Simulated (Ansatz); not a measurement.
The system is AlCo.

```
Co Al
1.0
     2.81940    0.00000    0.00000
     0.00000    2.81940    0.00000
     0.00000    0.00000    2.81940
Co Al
1 1
Direct
  0.50000 0.50000 0.50000
  0.00000 0.00000 0.00000
```

The cell is a database's computed one.

Alike in all runs: program Ansatz 0.2.0; functional PBE; potentials or basis Ansatz PAW; cutoff 420 eV (not typed: the program's choice for these potentials); k mesh 8 × 8 × 8; occupations fermi-dirac, width 0.05 eV.

The same cell was started in several ways:

```tsv
start	free energy over the lowest (meV/atom)	net moment (μB)	site or absolute moments (μB)	gap
collinear spin, ferromagnetic start of up to 0.5 μB; fixed moment 0.5	45.7	0.50	Co +0.52; Al -0.01	-
collinear spin, ferromagnetic start of up to 1.5 μB; fixed moment 1.5	316.4	1.50	Co +1.38; Al +0.02	-
collinear spin, ferromagnetic start of up to 3 μB; fixed moment 3	1604.7	3.00	Co +2.34; Al +0.20	-
collinear spin, ferromagnetic start of up to 2 μB; fixed moment 2	623.5	2.00	Co +1.71; Al +0.08	-
collinear spin, ferromagnetic start of up to 4 μB; fixed moment 4	2932.3	4.00	Co +2.85; Al +0.39	-
collinear spin, ferromagnetic start of up to 1 μB; fixed moment 1	146.1	1.00	Co +0.99; Al -0.00	-
collinear spin, ferromagnetic start of up to 2.5 μB; fixed moment 2.5	1070.1	2.50	Co +2.04; Al +0.13	-
collinear spin, program default start; fixed moment 0	0.0	0.00	-	-
```

All polarised runs hold their moment fixed, so the table maps the energy against it. A still lower state may exist.

Caveats: the total moment is fixed, so each spin has its own Fermi level.
